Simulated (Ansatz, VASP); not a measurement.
**BaTiO3: VASP beside Ansatz**

```
CELL_PARAMETERS angstrom
3.96987 0.00000 0.00000
0.00000 3.96987 0.00000
0.00000 0.00000 3.96987
ATOMIC_POSITIONS crystal
Ba 0.50000 0.50000 0.50000
Ti 0.00000 0.00000 0.00000
O 0.50000 0.00000 0.00000
O 0.00000 0.50000 0.00000
O 0.00000 0.00000 0.50000
```

Alike in both runs: functional PBEsol; k mesh 8 × 8 × 8; occupations gaussian, width 0.02 eV; no spin polarisation.

Ansatz relaxed the structure, and its values are those at the end. VASP's run is a single point on that final structure, the one shown.

|  | VASP | Ansatz |
| --- | --- | --- |
| version | VASP 6.6.1 | Ansatz 0.2.0 |
| potentials or method | VASP PAW PBE potentials, release 64 (Ba_sv, Ti_sv, O) | scalar-relativistic, plane waves, PAW |
| plane-wave cutoff (eV) | 520 | 420 |
| valence electrons in the cell | 40 | 40 |

Ansatz gave:

| Property | Result |
| --- | --- |
| gap on the k mesh at the Fermi level (eV) | 1.82 |
| least direct gap on the mesh (eV) | 1.89 |
| pressure (GPa) | 0.0 |

Problem. Estimate VASP's values.

Solution. gap on the k mesh at the Fermi level (eV): 1.75; least direct gap on the mesh (eV): 1.87; pressure (GPa): 2.0.

Caveats: the PAW data sets were made with another functional, which shifts forces and pressure a little (VASP); spin-orbit coupling is left out, which moves the levels of the heavy elements. A k mesh can miss the band edges.
